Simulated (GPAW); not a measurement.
# Dielectric function and optical constants of MgS (Niningerite)

Wanted: where MgS (Niningerite) starts to absorb, how strongly, and its refractive index.

Main program and level: GPAW 26.7.0; DFT, PBE, plane-wave PAW (GPAW data sets), scalar-relativistic, RPA, optical limit.

## 1. The starting structure

Symmetry: Fm-3m, No. 225, cubic system. The conventional cell has a = 5.203 Å, b = 5.203 Å, c = 5.203 Å, α = 90.00°, β = 90.00°, γ = 90.00°. Nearest to S lie 6 Mg at 2.60 Å. Mg has 6 S at 2.60 Å nearest. Farther neighbours and most contacts between anions are not listed.

Coordinates:

```cif
data_structure
_symmetry_space_group_name_H-M 'Fm-3m'
_symmetry_Int_Tables_number 225
_cell_length_a 5.2033
_cell_length_b 5.2033
_cell_length_c 5.2033
_cell_angle_alpha 90.000
_cell_angle_beta 90.000
_cell_angle_gamma 90.000
_cell_volume 140.88
loop_
_atom_site_label
_atom_site_type_symbol
_atom_site_symmetry_multiplicity
_atom_site_Wyckoff_symbol
_atom_site_fract_x
_atom_site_fract_y
_atom_site_fract_z
_atom_site_occupancy
S1 S 4 b 0.50000 0.00000 0.00000 1
Mg1 Mg 4 a 0.00000 0.00000 0.00000 1
```

## 2. Dielectric function, RPA

Transitions between filled and empty bands, summed over the zone, give the optical response, so mesh, band count and broadening shape it.

The induced potential is part of this response.

The input, df.py:

```python
from gpaw.response.df import DielectricFunction

df = DielectricFunction('full.gpw', frequencies={'type': 'nonlinear', 'domega0': 0.03, 'omega2': 8},
                        ecut=50,
                        eta=0.15,
                        nbands=27,
                        txt='df.txt')
for direction in ['x', 'z']:
    df.get_dielectric_function(xc='RPA', direction=direction, filename=f'df_{direction}.csv')
```

The run is started by

```console
OMP_NUM_THREADS=1 python df.py
```

Numbers of over 12 decimals in the logs are rounded to 6 here.

Output:

```text
Using integrator: PointIntegrator
NonLinearFrequencyDescriptor(from 0.000 to 109.149 eV, 548 points)
Nonperiodic BCs:  [False False False]
Using integrator: PointIntegrator
NonLinearFrequencyDescriptor(from 0.000 to 109.149 eV, 548 points)
Nonperiodic BCs:  [False False False]

Calculating chi0 body with:
    Ground state adapter containing:
    Number of spins: 1
    Number of kpoints: 1728
    Number of irreducible kpoints: 72
    Number of completely occupied states: 8
    Number of partially occupied states: 8

    Linear response parametrization:
    q_c: [0.0, 0.0, 0.0]
    Number of frequency points: 548
    Planewave cutoff: 50.0
    Number of bands: 27
    Number of planewaves: 27
    Broadening (eta): 0.15

Integrating chi0 body.

Symmetries of q_c:
    Direct symmetries (Uq -> q): 48
    Indirect symmetries (TUq -> q): 0
In total 48 allowed symmetries.

72 groups of equivalent kpoints. 95.833333% reduction.

Integral kind: spectral function

Calculating chi0 optical extensions with:
    Ground state adapter containing:
    Number of spins: 1
    Number of kpoints: 1728
    Number of irreducible kpoints: 72
    Number of completely occupied states: 8
    Number of partially occupied states: 8

    Linear response parametrization:
    Number of frequency points: 548
    Planewave cutoff: 50.0
    Number of bands: 27
    Number of planewaves: 27
    Broadening (eta): 0.15
Integrating chi0 head and wings.

Symmetries of q_c:
    Direct symmetries (Uq -> q): 48
    Indirect symmetries (TUq -> q): 0
In total 48 allowed symmetries.

72 groups of equivalent kpoints. 95.833333% reduction.

Integral kind: spectral function wings
```

Wall time 6.9 s (1 thread of Arm Neoverse V1, shared host); peak memory 0.21 GiB.

This step gave:

```
electronic dielectric constant ε∞, mean over x, y and z (by symmetry where fewer were run) : 5.007
main peak of Im epsilon, first axis                                                        : 6.235 eV
```

Values under the direct gap are tails of Lorentzian lines. Table of Im ε, E ∥ x or z by photon energy; read off at these points:

```
photon energy (eV)  Im ε, E ∥ x or z
              0.00                 0
              0.50            0.0139
              1.00            0.0290
              1.50            0.0469
              2.00            0.0702
              2.50             0.104
              3.00             0.160
              3.50             0.307
              4.00             0.704
              4.50              1.83
              5.00              4.47
              5.50              8.05
              6.00              10.8
              6.23              12.9
              6.50              8.04
              7.00              6.58
              7.50              5.60
              8.00              5.19
              8.50              6.55
              9.00              4.02
              9.50              3.14
             10.00              3.00
             10.50              2.73
             11.00              2.45
             11.50              2.18
             12.00              1.79
             12.50              1.49
             13.00              1.34
             13.50              1.37
```

Table of Re ε, E ∥ x or z by photon energy:

```
photon energy (eV)  Re ε, E ∥ x or z
               0.0              5.01
               0.5              5.03
               1.0              5.10
               1.5              5.23
               2.0              5.42
               2.5              5.70
               3.0              6.13
               3.5              6.82
               4.0              7.87
               4.5              9.07
               5.0              10.8
               5.5              9.83
               6.0              5.27
               6.5             -1.31
               7.0           -0.0884
               7.5             0.460
               8.0             0.921
               8.5            -0.344
               9.0             -1.80
               9.5             -1.26
              10.0             -1.12
              10.5             -1.30
              11.0             -1.01
              11.5             -1.15
              12.0             -1.21
              12.5            -0.835
              13.0            -0.922
              13.5            -0.934
```

The refractive index n and extinction k by photon energy:

```
photon energy (eV)      n        k
               0.0   2.24        0
               0.5   2.24  0.00309
               1.0   2.26  0.00641
               1.5   2.29   0.0103
               2.0   2.33   0.0151
               2.5   2.39   0.0217
               3.0   2.48   0.0323
               3.5   2.61   0.0587
               4.0   2.81    0.125
               4.5   3.03    0.302
               5.0   3.35    0.667
               5.5   3.36     1.20
               6.0   2.94     1.84
               6.5   1.85     2.17
               7.0   1.80     1.83
               7.5   1.74     1.61
               8.0   1.76     1.47
               8.5   1.76     1.86
               9.0   1.14     1.76
               9.5   1.03     1.52
              10.0   1.02     1.47
              10.5  0.930     1.47
              11.0  0.905     1.35
              11.5  0.811     1.35
              12.0  0.689     1.30
              12.5  0.662     1.13
              13.0  0.594     1.13
              13.5  0.602     1.14
```

The reflectivity at normal incidence, E ∥ x or z by photon energy; read off at these points:

photon energy (eV), reflectivity at normal incidence, E ∥ x or z (%) and a bar from the least value:
```
    0.000       14.6 
    0.250       14.6 
    0.500       14.7 
    0.750       14.8 
    1.000       14.9 
    1.250       15.1 
    1.500       15.3 #
    1.750       15.6 #
    2.000       15.9 #
    2.250       16.3 ##
    2.500       16.8 ##
    2.750       17.4 ###
    3.000       18.0 ###
    3.250       18.9 ####
    3.500       19.9 #####
    3.750       21.0 ######
    4.000       22.6 ########
    4.250       23.9 #########
    4.500       25.8 ###########
    4.750       27.6 ############
    5.000       30.8 ################
    5.250       32.8 ##################
    5.500       34.2 ###################
    5.750       37.6 ######################
    6.000       37.8 ######################
    6.250       44.0 ############################
    6.334       45.7 ##############################
    6.500       42.4 ###########################
    6.750       34.0 ###################
    7.000       35.6 ####################
    7.250       31.7 ################
    7.500       31.0 ################
    7.750       29.6 ##############
    8.000       28.1 #############
    8.250       31.6 ################
    8.500       36.4 #####################
    8.750       42.5 ###########################
    8.831       43.8 ############################
    9.000       40.6 #########################
    9.250       39.7 ########################
    9.500       36.0 #####################
    9.750       34.5 ###################
   10.000       34.6 ###################
   10.250       33.7 ##################
   10.448       37.0 ######################
   10.500       36.8 #####################
   10.750       35.2 ####################
   11.000       33.7 ##################
   11.250       34.2 ###################
   11.500       36.3 #####################
   11.750       36.3 #####################
   12.000       39.4 ########################
   12.250       38.1 #######################
   12.500       34.4 ###################
   12.750       33.2 ##################
   13.000       37.7 ######################
   13.250       34.0 ###################
   13.500       37.7 ######################
   13.750       45.0 #############################
```

The loss function −Im 1/ε at q → 0, E ∥ x or z has structure finer than the step of the table below, so its rows give means over 0.5 eV, whole bins alone (the curve runs from 0 to 14.0 eV). Peaks (eV: height): 13.17: 0.565.

Values under the direct gap are tails of Lorentzian lines. Loss function −Im 1/ε at q → 0, E ∥ x or z against energy loss; means over each step:

```
energy loss (eV)  loss function −Im 1/ε at q → 0, E ∥ x or z
             0.5                                      5.5e-4
             1.0                                     0.00111
             1.5                                     0.00172
             2.0                                     0.00239
             2.5                                     0.00320
             3.0                                     0.00429
             3.5                                     0.00701
             4.0                                      0.0128
             4.5                                      0.0222
             5.0                                      0.0347
             5.5                                      0.0534
             6.0                                      0.0724
             6.5                                       0.119
             7.0                                       0.158
             7.5                                       0.184
             8.0                                       0.184
             8.5                                       0.155
             9.0                                       0.197
             9.5                                       0.261
            10.0                                       0.289
            10.5                                       0.302
            11.0                                       0.351
            11.5                                       0.362
            12.0                                       0.398
            12.5                                       0.500
            13.0                                       0.518
            13.5                                       0.509
```

At chosen wavelengths:

```
wavelength (nm)     n      k  R (%)     1/α
           1550  2.25  0.005   14.8   24 µm
            800  2.29  0.011   15.4  6.0 µm
            532  2.37  0.019   16.5  2.2 µm
            405  2.49  0.034   18.2  945 nm
            365  2.58  0.049   19.5  587 nm
            308  2.82  0.134   22.8  183 nm
            193  2.03  2.355   44.9  6.5 nm
```

Below the direct gap, k and the depth come from the tails of the Lorentzian lines, not from transitions.

Rows near the edge hang on the gap, which this functional as a rule makes too small, and phonon-assisted absorption is left out.

## 3. Outcome

```json
{
 "electronic dielectric constant ε∞, mean over x, y and z (by symmetry where fewer were run) (RPA)": "5.01",
 "main peak of Im epsilon, first axis": "6.23 eV"
}
```

**Reading.** At this level (PBE, RPA) MgS has ε∞ = 5.01 and n = 2.25 at 1550 nm, and Im ε peaks at 6.2 eV. Local fields change the static value along x from 5.85 to 5.01 (-14 %). Distinct maxima of Im ε, read by a parabola through the highest points, lie at 6.23 eV (13) and 8.54 eV (6.6). Excitons and phonon-assisted transitions are missing; PBE gaps are as a rule too small, which pulls the onset down and ε∞ up. The sum runs over mesh points, so small or evenly spaced maxima can still be ripples of the mesh.

[Machine, clock and banner lines and Python warnings are left out of the logs.]

[Logs are printed without paths, hosts, clocks, repeated set-up lines and the standing remarks that a program may print on its own settings, such as how far it seeks lower states.]

[Hosts, paths, dates, database ids (printed as entryN), source tags and the programs' standing remarks are cut or masked in the printed files.]
